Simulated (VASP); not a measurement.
# TiO2 (Anatase) (I4_1/amd) in VASP: notebook

Runs on TiO2 (Anatase). Level: PBE. Tasks: single point.

Program: VASP 6.6.1. These are calculated values, not measurements. Logs are shortened: lines on timing, memory, paths and dates and some standing lists are left out, and cuts for length are marked.

## Step 1: The undisturbed crystal

It takes space group I4_1/amd (No. 141, tetragonal). Conventional cell: a = 3.784 Å, b = 3.784 Å, c = 9.515 Å, α = 90.00°, β = 90.00°, γ = 90.00°. Ti (site symmetry -4m2) has 6 O at 1.93 to 1.98 Å as nearest neighbours. Around O (site symmetry 2mm) lie 3 Ti at 1.93 to 1.98 Å.

## Step 2: Single point, PBE

The input, INCAR:

```
SYSTEM = TiO2
  PREC = Accurate
  ENCUT = 460
  EDIFF = 1E-7
  ISMEAR = 0
  SIGMA = 0.2
  LREAL = .False.
  LASPH = .True.
  NELM = 100
  ALGO = Normal
  ISIF = 2
  LWAVE = .False.
  LCHARG = .False.
  GGA = PE
  ADDGRID = .False.
```

The input, KPOINTS:

```
regular mesh
0
Gamma
  5 5 5
  0 0 0
```

The input, POSCAR:

```
TiO2
1.0
   -1.8921000000      1.8921000000      4.7573000000
    1.8921000000     -1.8921000000      4.7573000000
    1.8921000000      1.8921000000     -4.7573000000
Ti O
2 4
Direct
    0.7634100000      0.2505420000      0.5022120000
    0.0240310000     -0.0225460000     -0.0109780000
    0.8032660000      0.7916050000      0.0039110000
    0.5255800000      0.0234350000      0.4817660000
    0.9615640000      0.4693800000      0.5068500000
    0.1853180000      0.2146180000     -0.0384270000
```

Potentials or basis: VASP PAW PBE potentials, release 64 (Ti, O).

Command:

```
$ cat potpaw_PBE.64/Ti/POTCAR potpaw_PBE.64/O/POTCAR > POTCAR
$ mpirun -np 1 vasp_std > vasp.out
```

OUTCAR:

```text
SYSTEM = TiO2
   PREC = Accurate
   ENCUT = 460
   EDIFF = 1E-7
   ISMEAR = 0
   LREAL = .False.
   LASPH = .True.
   NELM = 100
   ISIF = 2
   GGA = PE

 Found     63 irreducible k-points:

 Following reciprocal coordinates:
            Coordinates               Weight
  0.000000  0.000000  0.000000      1.000000
  0.200000 -0.000000  0.000000      2.000000
 -0.000000  0.200000  0.000000      2.000000
 -0.000000  0.200000 -0.200000      2.000000
  0.200000 -0.000000 -0.200000      2.000000
  0.400000  0.000000  0.000000      2.000000
   k-points           NKPTS =     63   k-points in BZ     NKDIM =     63   number of bands    NBANDS=     20
   number of dos      NEDOS =    301   number of ions     NIONS =      6
   total plane-waves  NPLWV =  64000
   dimension x,y,z NGX =    40 NGY =   40 NGZ =   40
   dimension x,y,z NGXF=    80 NGYF=   80 NGZF=   80
   ions per type =               2   4
   NGX,Y,Z   is equivalent  to a cutoff of  12.18, 12.18, 12.18 a.u.
   NGXF,Y,Z  is equivalent  to a cutoff of  24.37, 24.37, 24.37 a.u.
 SYSTEM =  TiO2
   PREC   = accura    normal or accurate (medium, high low for compatibility)
   ISTART =      0    job   : 0-new  1-cont  2-samecut
   ICHARG =      2    charge: 1-file 2-atom 10-const
   ISPIN  =      1    spin polarized calculation?
   LNONCOLLINEAR =      F non collinear calculations
   LSORBIT =      F    spin-orbit coupling
   LASPH  =      T    aspherical Exc in radial PAW
   ENCUT  =  460.0 eV  33.81 Ry    5.81 a.u.   9.55  9.55  9.55*2*pi/ulx,y,z
   NELM   =    100;   NELMIN=  2; NELMDL= -5     # of ELM steps
   EDIFF  = 0.1E-06   stopping-criterion for ELM
   LREAL  =      F    real-space projection
   EDIFFG = 0.1E-05   stopping-criterion for IOM
   NSW    =      0    number of steps for IOM
   IBRION =     -1    ionic relax: 0-MD 1-quasi-New 2-CG
   NFREE  =      0    steps in history (QN), initial steepest desc. (CG)
   ISIF   =      2    stress and relaxation
   ISYM   =      2    0-nonsym 1-usesym 2-fastsym
   POTIM  = 0.5000    time-step for ionic-motion
   TEBEG  =    0.0;   TEEND  =   0.0 temperature during run
   PSTRESS=    0.0 pullay stress
   NELECT =      32.0000    total number of electrons
   NUPDOWN=      -1.0000    fix difference up-down
   EMIN   =  10.00;   EMAX   =-10.00  energy-range for DOS
   EFERMI =   0.00;   METHOD = LEGACY
   ISMEAR =     0;   SIGMA  =   0.20  broadening in eV -4-tet -1-fermi 0-gaus
   EFERMI_NEDOS =   21; number of points for ismear=-14 and -15
   IALGO  =     38    algorithm
   IMIX   =      4    mixing-type and parameters
     AMIX     =   0.40;   BMIX     =  1.00
     AMIX_MAG =   1.60;   BMIX_MAG =  1.00
  volume/ion in A,a.u.               =      11.35        76.62
  Fermi-wavevector in a.u.,A,eV,Ry     =   1.272590  2.404847 22.034444  1.619486
  Thomas-Fermi vector in A             =   2.405460
   LORBIT       =      0    0 simple, 1 ext, 2 COOP (PROOUT), +10 PAW based schemes
   GGA     = PE    functional components
   LHFCALC =     F    Hartree Fock is set to
   AEXX    =    0.0000 exact exchange contribution
   IVDW    =     0    specifies the selected vdW correction
   LEPSILON=     F    determine dielectric tensor
   LRPA    =     F    only Hartree local field effects (RPA)
 non-spin polarized calculation
 Gauss-broadening in eV      SIGMA  =   0.20
  energy-cutoff  :      460.00
  volume of cell :       68.13
 maximum number of plane-waves:      1547
 NGX is ok and might be reduce to    40
   NGX = 19   NGY = 19   NGZ = 19

 number of electron      32.0000003 magnetization

 Free energy of the ion-electron system (eV)
  ---------------------------------------------------
  ext. energy  EPLUGINS =         0.00000000
  ---------------------------------------------------
  free energy    TOTEN  =       -52.51203670 eV

  energy without entropy =      -52.51203670  energy(sigma->0) =      -52.51203670

 E-fermi :   1.6944     XC(G=0): -10.5288

 val. band max:        0.7800606253   @ k =   0.0000   0.0000  -0.4000
 cond. band min:       2.9960013606   @ k =   0.0000   0.0000   0.0000
 fundamental gap:      2.2159407353
 Fermi energy:         1.6944241980

 k-point     1 :       0.0000    0.0000    0.0000
  band No.  band energies     occupation
      1     -16.9494      2.00000
      2     -16.0536      2.00000
      3     -15.8427      2.00000
      4     -15.5294      2.00000
      5      -3.1880      2.00000
      6      -3.0602      2.00000
      7      -2.8657      2.00000
      8      -2.6668      2.00000
      9      -1.4372      2.00000
     10      -1.3159      2.00000
     11      -1.2123      2.00000
     12      -0.2589      2.00000
     13      -0.1032      2.00000
     14      -0.0426      2.00000
     15      -0.0364      2.00000
     16       0.2276      2.00000
     17       2.9960      0.00000
     18       3.4551      0.00000
     19       4.2135      0.00000
     20       4.4020      0.00000

 k-point     2 :       0.2000   -0.0000    0.0000
  band No.  band energies     occupation
      1     -16.7741      2.00000
      2     -15.9664      2.00000
      3     -15.7568      2.00000
      4     -15.5040      2.00000
      5      -3.3667      2.00000
      6      -3.1747      2.00000
      7      -3.0326      2.00000
      8      -2.8809      2.00000
      9      -1.9342      2.00000
     10      -1.4396      2.00000
     11      -1.1353      2.00000
     12      -0.8474      2.00000
     13      -0.5459      2.00000
     14      -0.0768      2.00000
     15      -0.0237      2.00000
     16       0.1498      2.00000
     17       3.4943      0.00000
     18       3.7753      0.00000
     19       3.9160      0.00000
     20       4.2927      0.00000

 k-point     3 :      -0.0000    0.2000    0.0000
  band No.  band energies     occupation
      1     -16.7686      2.00000
      2     -15.9958      2.00000
      3     -15.7898      2.00000
      4     -15.5000      2.00000
      5      -3.6312      2.00000
      6      -3.1084      2.00000
      7      -2.8227      2.00000
      8      -2.6364      2.00000
      9      -1.7349      2.00000
     10      -1.4616      2.00000
     11      -1.0812      2.00000
     12      -0.7498      2.00000
     13      -0.5474      2.00000
     14      -0.2027      2.00000
     15      -0.0735      2.00000
     16       0.2001      2.00000
     17       3.4610      0.00000
     18       3.7046      0.00000
     19       3.8955      0.00000
     20       4.1805      0.00000

 k-point     4 :      -0.0000    0.2000   -0.2000
  band No.  band energies     occupation
      1     -16.7682      2.00000
      2     -15.9684      2.00000
      3     -15.7614      2.00000
      4     -15.5042      2.00000
      5      -3.3719      2.00000
      6      -3.2070      2.00000
      7      -3.0413      2.00000
      8      -2.8822      2.00000
      9      -1.9150      2.00000
     10      -1.4087      2.00000
     11      -1.1128      2.00000
     12      -0.8151      2.00000
     13      -0.5743      2.00000
     14      -0.1271      2.00000
     15      -0.0042      2.00000
     16       0.1671      2.00000
     17       3.5116      0.00000
     18       3.7707      0.00000
     19       3.8926      0.00000
     20       4.2935      0.00000

 k-point     5 :       0.2000   -0.0000   -0.2000
  band No.  band energies     occupation
      1     -16.7717      2.00000
      2     -15.9946      2.00000
      3     -15.7871      2.00000
      4     -15.5007      2.00000
      5      -3.6144      2.00000
      6      -3.1386      2.00000
      7      -2.8117      2.00000
      8      -2.6232      2.00000
      9      -1.6889      2.00000
     10      -1.4574      2.00000
     11      -1.0872      2.00000
     12      -0.8448      2.00000
     13      -0.5829      2.00000
     14      -0.1608      2.00000
     15      -0.0611      2.00000
     16       0.2160      2.00000
     17       3.3922      0.00000
     18       3.7476      0.00000
     19       3.9340      0.00000
     20       4.1397      0.00000

 k-point     6 :       0.4000    0.0000    0.0000
  band No.  band energies     occupation
      1     -16.5038      2.00000
      2     -15.7850      2.00000
      3     -15.6425      2.00000
      4     -15.4242      2.00000
      5      -3.9046      2.00000
      6      -3.3869      2.00000
      7      -3.0857      2.00000
      8      -2.9799      2.00000
      9      -2.7430      2.00000
     10      -1.7166      2.00000
     11      -1.6178      2.00000
     12      -1.2862      2.00000
     13      -1.0710      2.00000
     14      -0.1719      2.00000
     15      -0.0983      2.00000
     16       0.1190      2.00000
     17       3.8185      0.00000
     18       4.0706      0.00000
     19       4.2663      0.00000
     20       4.5781      0.00000

 [... further k-points ...]
[... 5 lines left out ...]
  --------------------------------------------------------------------------------------
  -------------------------------------------------------------------------------------
  Total        5.3000861      7.5739648      1.1191333      0.1873994      0.3616697      0.4104051
  in kB      124.6478549    178.1251178     26.3198671      4.4072753      8.5057776      9.6519397
  external PRESSURE =     109.6976132 kB  Pullay stress =       0.0000000 kB

 VOLUME and BASIS-vectors are now :
 -----------------------------------------------------------------------------
  energy-cutoff  :      460.00
  volume of cell :       68.13
      direct lattice vectors                 reciprocal lattice vectors
    -1.892100000  1.892100000  4.757300000     0.000000000  0.264256646  0.105101633
     1.892100000 -1.892100000  4.757300000     0.264256646  0.000000000  0.105101633
     1.892100000  1.892100000 -4.757300000     0.264256646  0.264256646  0.000000000

 POSITION                                       TOTAL-FORCE (eV/Angst)
 -----------------------------------------------------------------------------------
     -0.02016      1.92063      2.43450         0.093429     -1.692948      0.030553
      3.67530      0.06736      0.05929         1.314023     -0.984753     -0.405965
     -0.01466      0.02946      7.56867         0.151687     -0.551442     -0.024762
     -0.03856      1.86166      0.31992         0.273822      0.587985      1.247927
      0.02775      1.89027      4.39619        -1.812797     -0.239690      0.138485
      1.87483      1.76395     -2.67188        -0.020165      2.880848     -0.986239
 -----------------------------------------------------------------------------------
    total drift:                               -0.000133      0.000327     -0.000492

  FREE ENERGIE OF THE ION-ELECTRON SYSTEM (eV)
  ---------------------------------------------------
  free  energy   TOTEN  =       -52.5120367028 eV

  energy  without entropy=      -52.5120367028  energy(sigma->0) =      -52.51203670
```

Run time: 66 s. Hardware: 1 thread of Intel Xeon 6975P-C (Granite Rapids), shared host; peak memory 0.26 GiB.

These settings aren't checked as converged: the numbers below hold their error.

Results:

| Quantity | Value |
| --- | --- |
| Free energy | -52.5120 eV |
| Pressure | 11.0 GPa |
| Largest force | 3.045 eV/Å |
| Band gap on the k mesh | 2.22 eV, indirect (least direct gap 2.63 eV) |

Caveat: the k mesh is coarse (spacing up to 0.47 Å⁻¹), so the values aren't converged; the cutoff is under 1.25 times the usual one of these potentials, so pressure, stress and relaxed cells hold a basis-set (Pulay) error; an odd mesh through Γ misses points on the zone boundary, where band edges often lie.

## Step 3: Single point, PBE

INCAR: that of step 2 with these lines changed.

```diff
@@ -5,3 +5,3 @@
   ISMEAR = 0
-  SIGMA = 0.2
+  SIGMA = 0.01
   LREAL = .False.
```

KPOINTS is that of step 2.

POSCAR is that of step 2.

Potentials or basis: VASP PAW PBE potentials, release 64 (Ti, O).

Command:

```
$ cat potpaw_PBE.64/Ti/POTCAR potpaw_PBE.64/O/POTCAR > POTCAR
$ mpirun -np 1 vasp_std > vasp.out
```

OUTCAR:

```text
SYSTEM = TiO2
   PREC = Accurate
   ENCUT = 460
   EDIFF = 1E-7
   ISMEAR = 0
   LREAL = .False.
   LASPH = .True.
   NELM = 100
   ISIF = 2
   GGA = PE

 Found     63 irreducible k-points:

 Following reciprocal coordinates:
            Coordinates               Weight
  0.000000  0.000000  0.000000      1.000000
  0.200000 -0.000000  0.000000      2.000000
 -0.000000  0.200000  0.000000      2.000000
 -0.000000  0.200000 -0.200000      2.000000
  0.200000 -0.000000 -0.200000      2.000000
[... 221 lines left out ...]
  -------------------------------------------------------------------------------------
  Total        5.3000861      7.5739649      1.1191333      0.1873994      0.3616697      0.4104051
  in kB      124.6478547    178.1251185     26.3198676      4.4072753      8.5057773      9.6519403
  external PRESSURE =     109.6976136 kB  Pullay stress =       0.0000000 kB

 VOLUME and BASIS-vectors are now :
 -----------------------------------------------------------------------------
  energy-cutoff  :      460.00
  volume of cell :       68.13
      direct lattice vectors                 reciprocal lattice vectors
    -1.892100000  1.892100000  4.757300000     0.000000000  0.264256646  0.105101633
     1.892100000 -1.892100000  4.757300000     0.264256646  0.000000000  0.105101633
     1.892100000  1.892100000 -4.757300000     0.264256646  0.264256646  0.000000000

 POSITION                                       TOTAL-FORCE (eV/Angst)
 -----------------------------------------------------------------------------------
     -0.02016      1.92063      2.43450         0.093429     -1.692948      0.030553
      3.67530      0.06736      0.05929         1.314023     -0.984753     -0.405965
     -0.01466      0.02946      7.56867         0.151687     -0.551442     -0.024762
     -0.03856      1.86166      0.31992         0.273822      0.587985      1.247927
      0.02775      1.89027      4.39619        -1.812797     -0.239690      0.138485
      1.87483      1.76395     -2.67188        -0.020165      2.880848     -0.986239
 -----------------------------------------------------------------------------------
    total drift:                               -0.000133      0.000327     -0.000492

  FREE ENERGIE OF THE ION-ELECTRON SYSTEM (eV)
  ---------------------------------------------------
  free  energy   TOTEN  =       -52.5120367028 eV

  energy  without entropy=      -52.5120367028  energy(sigma->0) =      -52.51203670
```

OSZICAR:

```text
N       E                     dE             d eps       ncg     rms          rms(c)
DAV:   1     0.375754042578E+03    0.37575E+03   -0.13542E+04  2520   0.143E+03
DAV:   2    -0.871742299041E+00   -0.37663E+03   -0.36548E+03  3392   0.356E+02
DAV:   3    -0.671320736706E+02   -0.66260E+02   -0.65007E+02  3216   0.182E+02
[... 11 lines left out ...]
DAV:  15    -0.525120378957E+02    0.70488E-06   -0.66881E-05  3708   0.608E-02    0.107E-02
DAV:  16    -0.525120367565E+02    0.11392E-05   -0.34659E-06  3280   0.171E-02    0.565E-03
DAV:  17    -0.525120365075E+02    0.24904E-06   -0.35583E-06  3956   0.141E-02    0.986E-04
DAV:  18    -0.525120366662E+02   -0.15872E-06   -0.17138E-07  1656   0.425E-03    0.161E-03
DAV:  19    -0.525120367028E+02   -0.36553E-07   -0.13880E-07  1444   0.399E-03
   1 F= -.52512037E+02 E0= -.52512037E+02  d E =-.723040E-16
```

It took 84 s on 1 thread of Intel Xeon 6975P-C (Granite Rapids), shared host; peak memory 0.26 GiB.

The run converged, but some of its settings lie outside the range that counts as converged, so its numbers aren't taken as properties of the crystal.

What came out:

- Free energy: -52.5120 eV
- Pressure: 11.0 GPa
- Largest force: 3.045 eV/Å
- Band gap on the k mesh: 2.22 eV, indirect (least direct gap 2.63 eV)

Caveat: the k mesh is coarse (spacing up to 0.47 Å⁻¹), so the values aren't converged; the cutoff is under 1.25 times the usual one of these potentials, so pressure, stress and relaxed cells hold a basis-set (Pulay) error; an odd mesh through Γ misses points on the zone boundary, where band edges often lie.
